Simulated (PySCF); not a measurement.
**A series of derivatives of acetate ion**

Parent skeleton `[CH3:1][C:2](=[O:3])[O-:4]`; one hydrogen on atom 1 is replaced by X. Hydrogens on one atom are averaged.

Single conformer, non-relativistic, no solvent model, averaged over atoms made equivalent by symmetry, fast rotation or ring inversion. PBE0-D3(BJ)/def2-SVP geometry; GIAO PBE0/pcSseg-1 shieldings; PySCF 2.14.0 with density-fitted response routines.

Chemical shifts δ = σref − σ; TMS for 13C, 1H; 17O vs H2O, all at this level.

Parent (X = H): C1 27.2, C2 168.0, O3/O4 354.4, H(C1) 1.11 ppm. Effects are Δδ = δ(X) − δ(H), positive for deshielding.

(1) Give Δδ (ppm) for X = CH2F, OCH3, CH=NH.

(2) Which position responds most, and to which substituents?

Answers

(1) 
| X | SMILES | C1 | C2 | O3/O4 | H(C1) |
| --- | --- | --- | --- | --- | --- |
| CH2F | O=C([O-])CCF | +15.7 | -1.6 | -3.3 | +0.79 |
| OCH3 | COCC(=O)[O-] | +44.7 | +2.3 | -18.6 | +1.85 |
| CH=NH | [H]/N=C/CC(=O)[O-] | +26.3 | -2.9 | +0.2 | +1.34 |

(2) C1: from +15.7 ppm with CH2F to +44.7 ppm with OCH3.

Unscaled 17O shifts of doubly bonded oxygen tend to come out too high, by tens of ppm or more. Experimental scales use liquid or dissolved standards, which lie at an offset from isolated H2O (liquid H2O: subtract about 36 ppm).
